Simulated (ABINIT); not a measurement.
The system is Sb.

```
CELL_PARAMETERS angstrom
3.16000 0.00000 0.00000
0.00000 3.16000 0.00000
0.00000 0.00000 3.16000
ATOMIC_POSITIONS crystal
Sb 0.00000 0.00000 0.00000
```

This isn't the form of Sb at room conditions, which is rhombohedral.

| Property | Result |
| --- | --- |
| Program | ABINIT 10.8.3 (patched build) |
| Task | single point |
| Functional | PBEsol |
| Potentials or basis | PseudoDojo NC SR PBEsol v0.4.1 standard |
| Cutoff | 1088 eV |
| k mesh | 8 × 8 × 8 |
| Occupations | fermi-dirac, width 0.05 eV |
| Spin | no spin polarisation |

On this cell: pressure -4.7 GPa; band gap on the k mesh none (metal or under the smearing width).

The same run follows on a disturbed copy (cell strained at random at fixed volume):

```
Sb
1.0
     3.18307   -0.00916   -0.07927
    -0.00916    3.13721   -0.05653
    -0.07927   -0.05653    3.16292
Sb
1
Cartesian
  0.0128 0.0108 -0.0692
```

What changes?

The energy (extrapolated to zero smearing) moves by +1.3 meV/atom; pressure -4.8 GPa; band gap on the k mesh none (metal or under the smearing width).

Stress tensor (GPa, compression positive):
```
-5.53 -0.13  0.52
-0.13 -3.81  0.09
 0.52  0.09 -5.08
```
